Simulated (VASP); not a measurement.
# BN (F-43m) in VASP: notebook

One crystal, BN, is run at these levels: TB-mBJ, PBE, r2SCAN; tasks: band structure, dielectric tensor.

Everything below comes from runs of VASP 6.6.1. Logs are shortened: lines on timing, memory, paths and dates and some standing lists are left out, and cuts for length are marked.

**Measured values to compare with.**

From a printed reference work, monograph, for a bulk crystal of BN at 300 K: band gap 6.4 eV (indirect).

The runs below are set against these values where they give the same quantity.

### Step 1. The crystal as given

The structure is cubic, space group F-43m (No. 216). Conventional cell: a = 3.626 Å, b = 3.626 Å, c = 3.626 Å, α = 90.00°, β = 90.00°, γ = 90.00°. N (site symmetry -43m) is surrounded by 4 B at 1.57 Å. Around B (site symmetry -43m) lie 4 N at 1.57 Å.

The cell is a database's computed one.

### Step 2. Band structure, TB-mBJ

POSCAR

```
BN
1.0
    0.0000000000      1.8130010000      1.8130010000
    1.8130010000      0.0000000000      1.8130010000
    1.8130010000      1.8130010000      0.0000000000
N B
1 1
Direct
    0.2500000000      0.2500000000      0.2500000000
    0.0000000000      0.0000000000      0.0000000000
```

INCAR.step1

```
SYSTEM = BN
  PREC = Accurate
  ENCUT = 520
  EDIFF = 1E-5
  ISMEAR = 0
  SIGMA = 0.02
  LREAL = .FALSE.
  LASPH = .TRUE.
  NELM = 80
  ALGO = Normal
  ISIF = 2
  LWAVE = .TRUE.
  LCHARG = .FALSE.
  GGA = PE
```

INCAR.step2

```
SYSTEM = BN
  PREC = Accurate
  ENCUT = 520
  EDIFF = 1E-6
  ISMEAR = 0
  SIGMA = 0.02
  LREAL = .FALSE.
  LASPH = .TRUE.
  NELM = 80
  ALGO = Normal
  ISIF = 2
  LWAVE = .FALSE.
  LCHARG = .FALSE.
  METAGGA = MBJ
  ISTART = 1
```

KPOINTS

```
regular mesh
0
G
  12 12 12
  0 0 0
```

KPOINTS_OPT

```
path GXWKGLUWLK,UX
20
line-mode
reciprocal
 0.0000000000  0.0000000000  0.0000000000  G
 0.5000000000  0.0000000000  0.5000000000  X

 0.5000000000  0.0000000000  0.5000000000  X
 0.5000000000  0.2500000000  0.7500000000  W

 0.5000000000  0.2500000000  0.7500000000  W
 0.3750000000  0.3750000000  0.7500000000  K

 0.3750000000  0.3750000000  0.7500000000  K
 0.0000000000  0.0000000000  0.0000000000  G

 0.0000000000  0.0000000000  0.0000000000  G
 0.5000000000  0.5000000000  0.5000000000  L

 0.5000000000  0.5000000000  0.5000000000  L
 0.6250000000  0.2500000000  0.6250000000  U

 0.6250000000  0.2500000000  0.6250000000  U
 0.5000000000  0.2500000000  0.7500000000  W

 0.5000000000  0.2500000000  0.7500000000  W
 0.5000000000  0.5000000000  0.5000000000  L

 0.5000000000  0.5000000000  0.5000000000  L
 0.3750000000  0.3750000000  0.7500000000  K

 0.6250000000  0.2500000000  0.6250000000  U
 0.5000000000  0.0000000000  0.5000000000  X
```

Potentials or basis: VASP PAW PBE potentials, release 64 (N, B).

Started as:

```
$ cat potpaw_PBE.64/N/POTCAR potpaw_PBE.64/B/POTCAR > POTCAR
$ cp INCAR.step1 INCAR
$ mpirun -np 1 vasp_std > vasp.out
$ cp INCAR.step2 INCAR
$ mpirun -np 1 vasp_std > vasp.out
```

OUTCAR:

```text
SYSTEM = BN
   PREC = Accurate
   ENCUT = 520
   EDIFF = 1E-6
   ISMEAR = 0
   LREAL = .FALSE.
   LASPH = .TRUE.
   NELM = 80
   ISIF = 2
   METAGGA = MBJ
   ISTART = 1

 ion  position               nearest neighbor table
   1  0.250  0.250  0.250-   2 1.57   2 1.57   2 1.57   2 1.57
   2  0.000  0.000  0.000-   1 1.57   1 1.57   1 1.57   1 1.57

  LATTYP: Found a face centered cubic cell.
 ALAT       =     3.6260020000

  Lattice vectors:

 A1 = (   0.0000000000,   1.8130010000,   1.8130010000)
 A2 = (   1.8130010000,   0.0000000000,   1.8130010000)
 A3 = (   1.8130010000,   1.8130010000,   0.0000000000)

Analysis of symmetry for initial positions (statically):
=====================================================================
 Subroutine PRICEL returns:
 Original cell was already a primitive cell.

 Routine SETGRP: Setting up the symmetry group for a
 face centered cubic supercell.

 Subroutine GETGRP returns: Found 24 space group operations
 (whereof 24 operations were pure point group operations)
 out of a pool of 48 trial point group operations.

The static configuration has the point symmetry T_d .

Analysis of symmetry for dynamics (positions and initial velocities):
=====================================================================
 Subroutine PRICEL returns:
 Original cell was already a primitive cell.

 Routine SETGRP: Setting up the symmetry group for a
 face centered cubic supercell.

 Subroutine GETGRP returns: Found 24 space group operations
 (whereof 24 operations were pure point group operations)
 out of a pool of 48 trial point group operations.

The dynamic configuration has the point symmetry T_d .

 Subroutine INISYM returns: Found 24 space group operations
 (whereof 24 operations are pure point group operations),
 and found     1 'primitive' translations

----------------------------------------------------------------------------------------

                                     Primitive cell

  volume of cell :      11.9186

  direct lattice vectors                    reciprocal lattice vectors
     0.000000000  1.813001000  1.813001000    -0.275785838  0.275785838  0.275785838
     1.813001000  0.000000000  1.813001000     0.275785838 -0.275785838  0.275785838
     1.813001000  1.813001000  0.000000000     0.275785838  0.275785838 -0.275785838

  length of vectors
     2.563970603  2.563970603  2.563970603     0.477675083  0.477675083  0.477675083

  position of ions in fractional coordinates (direct lattice)
     0.250000000  0.250000000  0.250000000
     0.000000000  0.000000000  0.000000000

  ion indices of the primitive-cell ions
   primitive index   ion index
                 1           1
                 2           2

----------------------------------------------------------------------------------------

 KPOINTS: regular mesh

Automatic generation of k-mesh.
 Grid dimensions read from file:
 generate k-points for:   12   12   12

 Generating k-lattice:

  Cartesian coordinates                     Fractional coordinates (reciprocal lattice)
    -0.022982153  0.022982153  0.022982153     0.083333333  0.000000000  0.000000000
     0.022982153 -0.022982153  0.022982153     0.000000000  0.083333333  0.000000000
     0.022982153  0.022982153 -0.022982153     0.000000000  0.000000000  0.083333333

  Length of vectors
     0.039806257  0.039806257  0.039806257

  Shift w.r.t. Gamma in fractional coordinates (k-lattice)
     0.000000000  0.000000000  0.000000000

 Subroutine IBZKPT returns following result:
 ===========================================

 Found     72 irreducible k-points:

 Following reciprocal coordinates:
            Coordinates               Weight
  0.000000  0.000000  0.000000      1.000000
  0.083333  0.000000  0.000000      8.000000
  0.166667  0.000000  0.000000      8.000000
  0.250000  0.000000  0.000000      8.000000
  0.333333  0.000000  0.000000      8.000000
  0.416667  0.000000  0.000000      8.000000
[... 16 lines left out ...]
  0.500000  0.166667  0.000000     24.000000
 -0.416667  0.166667  0.000000     24.000000
 [... further k-points ...]
   k-points           NKPTS =     72   k-points in BZ     NKDIM =     72   number of bands    NBANDS=      8
   number of dos      NEDOS =    301   number of ions     NIONS =      2
   total plane-waves  NPLWV =   8000
   dimension x,y,z NGX =    20 NGY =   20 NGZ =   20
   dimension x,y,z NGXF=    40 NGYF=   40 NGZF=   40
   ions per type =               1   1
   NGX,Y,Z   is equivalent  to a cutoff of  12.97, 12.97, 12.97 a.u.
   NGXF,Y,Z  is equivalent  to a cutoff of  25.94, 25.94, 25.94 a.u.
 SYSTEM =  BN
   PREC   = accura    normal or accurate (medium, high low for compatibility)
   ISTART =      1    job   : 0-new  1-cont  2-samecut
   ICHARG =      0    charge: 1-file 2-atom 10-const
   ISPIN  =      1    spin polarized calculation?
   LNONCOLLINEAR =      F non collinear calculations
   LSORBIT =      F    spin-orbit coupling
   LASPH  =      T    aspherical Exc in radial PAW
   ENCUT  =  520.0 eV  38.22 Ry    6.18 a.u.   4.77  4.77  4.77*2*pi/ulx,y,z
   NELM   =     80;   NELMIN=  2; NELMDL=  0     # of ELM steps
   EDIFF  = 0.1E-05   stopping-criterion for ELM
   LREAL  =      F    real-space projection
   EDIFFG = 0.1E-04   stopping-criterion for IOM
   NSW    =      0    number of steps for IOM
   IBRION =     -1    ionic relax: 0-MD 1-quasi-New 2-CG
   NFREE  =      0    steps in history (QN), initial steepest desc. (CG)
   ISIF   =      2    stress and relaxation
   ISYM   =      2    0-nonsym 1-usesym 2-fastsym
   POTIM  = 0.5000    time-step for ionic-motion
   TEBEG  =    0.0;   TEEND  =   0.0 temperature during run
   PSTRESS=    0.0 pullay stress
   NELECT =       8.0000    total number of electrons
   NUPDOWN=      -1.0000    fix difference up-down
   EMIN   =  10.00;   EMAX   =-10.00  energy-range for DOS
   EFERMI =   0.00;   METHOD = LEGACY
   ISMEAR =     0;   SIGMA  =   0.02  broadening in eV -4-tet -1-fermi 0-gaus
   EFERMI_NEDOS =   21; number of points for ismear=-14 and -15
   IALGO  =     38    algorithm
   IMIX   =      4    mixing-type and parameters
     AMIX     =   0.40;   BMIX     =  1.00
     AMIX_MAG =   1.60;   BMIX_MAG =  1.00
  volume/ion in A,a.u.               =       5.96        40.22
  Fermi-wavevector in a.u.,A,eV,Ry     =   1.433387  2.708709 27.954506  2.054598
  Thomas-Fermi vector in A             =   2.552911
   LORBIT       =      0    0 simple, 1 ext, 2 COOP (PROOUT), +10 PAW based schemes
   METAGGA = MBJ    functional components
   LHFCALC =     F    Hartree Fock is set to
   AEXX    =    0.0000 exact exchange contribution
   IVDW    =     0    specifies the selected vdW correction
   LEPSILON=     F    determine dielectric tensor
   LRPA    =     F    only Hartree local field effects (RPA)
 non-spin polarized calculation
 Gauss-broadening in eV      SIGMA  =   0.02
  energy-cutoff  :      520.00
  volume of cell :       11.92
 maximum number of plane-waves:       332
   NGX =  9   NGY =  9   NGZ =  9

 number of electron       7.9999999 magnetization

 Free energy of the ion-electron system (eV)
  ---------------------------------------------------
  ext. energy  EPLUGINS =         0.00000000
  ---------------------------------------------------
  free energy    TOTEN  =        -0.43466032 eV

  energy without entropy =       -0.43466032  energy(sigma->0) =       -0.43466032

 E-fermi :   7.2611     XC(G=0): -11.6406

 val. band max:        7.1534579722   @ k =   0.0000   0.0000   0.0000
 cond. band min:      12.9388703573   @ k =   0.5000   0.5000   0.0000
 fundamental gap:      5.7854123851
 Fermi energy:         7.2611363180

 k-point     1 :       0.0000    0.0000    0.0000
  band No.  band energies     occupation
      1     -13.3620      2.00000
      2       7.1535      2.00000
      3       7.1535      2.00000
      4       7.1535      2.00000
      5      17.4047      0.00000
      6      17.4047      0.00000
      7      17.4047      0.00000
      8      18.4807      0.00000

 k-point     2 :       0.0833    0.0000    0.0000
  band No.  band energies     occupation
      1     -13.1979      2.00000
      2       6.2836      2.00000
      3       6.9905      2.00000
      4       6.9906      2.00000
      5      17.5168      0.00000
      6      17.6786      0.00000
      7      17.6786      0.00000
      8      19.1218      0.00000

 k-point     3 :       0.1667    0.0000    0.0000
  band No.  band energies     occupation
      1     -12.7137      2.00000
      2       4.2471      2.00000
      3       6.5873      2.00000
      4       6.5873      2.00000
      5      17.6779      0.00000
      6      18.3226      0.00000
      7      18.3226      0.00000
      8      20.6171      0.00000

 k-point     4 :       0.2500    0.0000    0.0000
  band No.  band energies     occupation
      1     -11.9390      2.00000
      2       1.8373      2.00000
      3       6.1112      2.00000
      4       6.1112      2.00000
      5      17.8389      0.00000
      6      18.9367      0.00000
      7      18.9367      0.00000
      8      22.1779      0.00000

 k-point     5 :       0.3333    0.0000    0.0000
  band No.  band energies     occupation
      1     -10.9502      2.00000
      2      -0.4790      2.00000
      3       5.6982      2.00000
      4       5.6983      2.00000
      5      17.9781      0.00000
      6      19.2311      0.00000
      7      19.2311      0.00000
      8      23.3891      0.00000

 k-point     6 :       0.4167    0.0000    0.0000
  band No.  band energies     occupation
      1      -9.9556      2.00000
      2      -2.3199      2.00000
      3       5.4261      2.00000
      4       5.4261      2.00000
      5      18.0694      0.00000
      6      19.2640      0.00000
      7      19.2640      0.00000
      8      24.1096      0.00000

 k-point     7 :       0.5000    0.0000    0.0000
  band No.  band energies     occupation
      1      -9.4725      2.00000
      2      -3.0922      2.00000
      3       5.3317      2.00000
      4       5.3317      2.00000
      5      18.1006      0.00000
      6      19.2441      0.00000
      7      19.2441      0.00000
      8      24.3413      0.00000
[... 133 lines left out ...]
 k-point    20 :       0.2500    0.1667    0.0000
  band No.  band energies     occupation
      1     -11.9276      2.00000
      2       3.3247      2.00000
      3       4.9805      2.00000
      4       5.2655      2.00000
      5      16.1812      0.00000
      6      20.2270      0.00000
      7      20.8679      0.00000
      8      20.9443      0.00000

 k-point    21 :       0.3333    0.1667    0.0000
  band No.  band energies     occupation
      1     -11.0960      2.00000
      2       1.2100      2.00000
      3       4.5725      2.00000
      4       4.7682      2.00000
      5      16.5600      0.00000
      6      20.6359      0.00000
      7      21.2835      0.00000
      8      21.4496      0.00000

 k-point    22 :       0.4167    0.1667    0.0000
  band No.  band energies     occupation
      1     -10.1148      2.00000
      2      -0.7792      2.00000
      3       4.1430      2.00000
      4       4.3900      2.00000
      5      16.9393      0.00000
      6      20.7208      0.00000
      7      21.5213      0.00000
      8      22.3199      0.00000

 k-point    23 :       0.5000    0.1667    0.0000
  band No.  band energies     occupation
      1      -9.2731      2.00000
      2      -2.1987      2.00000
      3       3.5802      2.00000
      4       4.4532      2.00000
      5      17.2752      0.00000
      6      20.5944      0.00000
      7      21.2595      0.00000
      8      23.8460      0.00000

 k-point    24 :      -0.4167    0.1667    0.0000
  band No.  band energies     occupation
      1      -9.1225      2.00000
      2      -2.4284      2.00000
      3       3.1993      2.00000
      4       4.7489      2.00000
      5      17.7217      0.00000
      6      20.4402      0.00000
      7      20.8705      0.00000
      8      24.5917      0.00000

 [... further k-points ...]

------------------------ aborting loop because EDIFF is reached ----------------------------------------

  FORCE on cell =-STRESS in cart. coord.  units (eV):
  Direction    XX          YY          ZZ          XY          YZ          ZX
  --------------------------------------------------------------------------------------
  -------------------------------------------------------------------------------------
  Total       -6.0961557     -6.0961557     -6.0961557     -0.0000000     -0.0000000     -0.0000000
  in kB     -819.4878315   -819.4878315   -819.4878315     -0.0000000     -0.0000000     -0.0000000
  external PRESSURE =    -819.4878315 kB  Pullay stress =       0.0000000 kB

 VOLUME and BASIS-vectors are now :
 -----------------------------------------------------------------------------
  energy-cutoff  :      520.00
  volume of cell :       11.92
      direct lattice vectors                 reciprocal lattice vectors
     0.000000000  1.813001000  1.813001000    -0.275785838  0.275785838  0.275785838
     1.813001000  0.000000000  1.813001000     0.275785838 -0.275785838  0.275785838
     1.813001000  1.813001000  0.000000000     0.275785838  0.275785838 -0.275785838

 POSITION                                       TOTAL-FORCE (eV/Angst)
 -----------------------------------------------------------------------------------
      0.90650      0.90650      0.90650        -0.000000     -0.000000     -0.000000
      0.00000      0.00000      0.00000         0.000000      0.000000      0.000000
 -----------------------------------------------------------------------------------
    total drift:                               -0.000000     -0.000000     -0.000000

  FREE ENERGIE OF THE ION-ELECTRON SYSTEM (eV)
  ---------------------------------------------------
  free  energy   TOTEN  =        -0.4346603194 eV

  energy  without entropy=       -0.4346603194  energy(sigma->0) =       -0.43466032
```

Wall time 29 s (1 thread of Intel Xeon Platinum 8488C (Sapphire Rapids), shared host); peak memory 0.12 GiB.

Results:

| Item | Value |
| --- | --- |
| Band gap on the k mesh | 5.79 eV, indirect (least direct gap 10.25 eV) |
| Band gap along the path | 5.79 eV, indirect (least direct gap 10.25 eV) |

Levels at the corners of the path, in eV from the valence-band top:
```tsv
point	band 1	band 2	band 3	band 4	band 5	band 6	band 7	band 8
Γ	-20.52	0.00	0.00	0.00	10.25	10.25	10.25	11.33
X	-15.32	-8.73	-4.63	-4.63	5.79	10.11	20.10	20.10
X	-15.32	-8.73	-4.63	-4.63	5.79	10.11	20.10	20.10
W	-15.09	-7.53	-6.55	-5.99	10.87	14.88	15.77	15.80
W	-15.09	-7.53	-6.55	-5.99	10.87	14.88	15.77	15.80
K	-15.29	-7.99	-7.15	-3.84	8.15	13.94	17.67	18.65
K	-15.29	-7.99	-7.15	-3.84	8.15	13.94	17.67	18.65
Γ	-20.52	0.00	0.00	0.00	10.25	10.25	10.25	11.33
Γ	-20.52	0.00	0.00	0.00	10.25	10.25	10.25	11.33
L	-16.63	-10.25	-1.82	-1.82	10.95	12.09	12.09	17.19
L	-16.63	-10.25	-1.82	-1.82	10.95	12.09	12.09	17.19
U	-15.29	-7.99	-7.15	-3.84	8.15	13.94	17.67	18.65
U	-15.29	-7.99	-7.15	-3.84	8.15	13.94	17.67	18.65
W	-15.09	-7.53	-6.55	-5.99	10.87	14.88	15.77	15.80
W	-15.09	-7.53	-6.55	-5.99	10.87	14.88	15.77	15.80
L	-16.63	-10.25	-1.82	-1.82	10.95	12.09	12.09	17.19
L	-16.63	-10.25	-1.82	-1.82	10.95	12.09	12.09	17.19
K	-15.29	-7.99	-7.15	-3.84	8.15	13.94	17.67	18.65
U	-15.29	-7.99	-7.15	-3.84	8.15	13.94	17.67	18.65
X	-15.32	-8.73	-4.63	-4.63	5.79	10.11	20.10	20.10
```

Caveat: the PAW data sets were made with another functional, which shifts forces and pressure a little.

### Step 3. Band structure, PBE

INCAR

```
SYSTEM = BN
  PREC = Accurate
  ENCUT = 250
  EDIFF = 1E-6
  ISMEAR = 0
  SIGMA = 0.02
  LREAL = .FALSE.
  LASPH = .TRUE.
  NELM = 80
  ALGO = Fast
  ISIF = 2
  LWAVE = .FALSE.
  LCHARG = .FALSE.
  GGA = PE
```

KPOINTS

```
regular mesh
0
G
  6 6 6
  0 0 0
```

POSCAR is that of step 2.

KPOINTS_OPT is that of step 2.

Potentials or basis: VASP PAW PBE potentials, release 64 (N, B).

Started as:

```
$ cat potpaw_PBE.64/N/POTCAR potpaw_PBE.64/B/POTCAR > POTCAR
$ mpirun -np 1 vasp_std > vasp.out
```

Run time: 2.8 s. Hardware: 1 thread of Intel Xeon Platinum 8488C (Sapphire Rapids), shared host; peak memory 0.1 GiB.

The run converged, but a check on its numbers failed (symmetry, net force, bounds or a known fault of this set-up), so they aren't taken as properties of the crystal.

Caveat: the k mesh is coarse (spacing up to 0.50 Å⁻¹), so the values aren't converged; the cutoff lies under the usual one of these potentials, so the numbers hold a large basis-set error; a pressure of tens of GPa on the cell as given is suspect, and the run, the potentials or the cell itself is likely at fault.

[end of part 1 of 3]
